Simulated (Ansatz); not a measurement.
# HfN under changes of volume

One of the cells (14.793 Å³/atom); the others are scaled copies at fixed shape and fractional positions:

```xyz
2
Lattice="0.0000 2.4548 2.4548 2.4548 0.0000 2.4548 2.4548 2.4548 0.0000" Properties=species:S:1:pos:R:3 pbc="T T T"
Hf    0.0000    0.0000    0.0000
N     1.2274    1.2274    1.2274
```

The cell comes from a database or a generator and needn't be the stable form of this composition.

* Program: Ansatz 0.2.0
* Functional: LDA
* Potentials or basis: Ansatz PAW
* Cutoff: 420 eV (not typed: the program's choice for these potentials)
* k mesh: 9 × 9 × 9
* Occupations: fermi-dirac, width 0.05 eV
* Spin: no spin polarisation

| volume (Å³/atom) | energy over the lowest point (meV/atom) | pressure (GPa) |
| --- | --- | --- |
| 13.906 | 0.54 | 2.6 |
| 14.201 | 0.00 | -1.9 |
| 14.497 | 7.57 | -6.0 |
| 14.793 | 22.23 | -9.7 |
| 15.089 | ? | ? |
| 15.385 | 69.98 | -15.9 |
| 15.681 | 101.88 | -18.5 |

Problem. What does the run at 15.089 Å³/atom give?

Solution. Energy over the lowest point 43.27 meV/atom; pressure -12.9 GPa.

Worked out: A Birch-Murnaghan fit of order 3 (a polynomial in V^(-2/3)) to the other rows has its minimum at 14.07 Å³/atom with B0 = V·E''(V) = 216 GPa and B' = 4.4. It gives 43.26 meV/atom at 15.089 Å³/atom, against the run's 43.27, and -dE/dV = -13.0 GPa, against -12.9.

Energies are extrapolated to zero smearing.

Caveats: the PAW data sets come from PBE, with cores solved anew for the run's functional, which leaves a small shift of forces and pressure.
